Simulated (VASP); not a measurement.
InPd:

```
In Pd
1.0
     3.27188    0.00000    0.00000
     0.00000    3.27188    0.00000
     0.00000    0.00000    3.27188
In Pd
1 1
Direct
  0.00000 0.00000 0.00000
  0.50000 0.50000 0.50000
```

The cell comes from a database or a generator and needn't be the stable form of this composition.

```yaml
Program: VASP 6.6.1
Task: relaxation of cell and atoms
Functional: PBE
Potentials_or_basis: VASP PAW PBE potentials, release 64 (In_d_GW, Pd_GW)
Cutoff: 630 eV
k_mesh: 8 × 8 × 8
Occupations: fermi-dirac, width 0.05 eV
Spin: no spin polarisation
```

At the start: pressure 3.3 GPa; volume 17.51 Å³/atom.

Task: How do energy, volume and symmetry change on relaxing?

Result: Over 3 steps the energy falls by 4.6 meV/atom and the volume is 17.98 Å³/atom (+2.7 %); space group Pm-3m (No. 221, to 0.05 Å).

Step by step:
| step | energy change (eV) | largest force (eV/Å) | pressure (GPa) | volume (Å³) |
| --- | --- | --- | --- | --- |
| 1 | 0.0000 | 0.0000 | 3.28 | 35.03 |
| 2 | -0.0013 | 0.0000 | -2.70 | 36.88 |
| 3 | -0.0093 | 0.0000 | 0.04 | 35.96 |

Final structure:
```
In Pd
1.0
     3.30076    0.00000    0.00000
     0.00000    3.30076    0.00000
     0.00000    0.00000    3.30076
In Pd
1 1
Direct
  0.00000 0.00000 0.00000
  0.50000 0.50000 0.50000
```
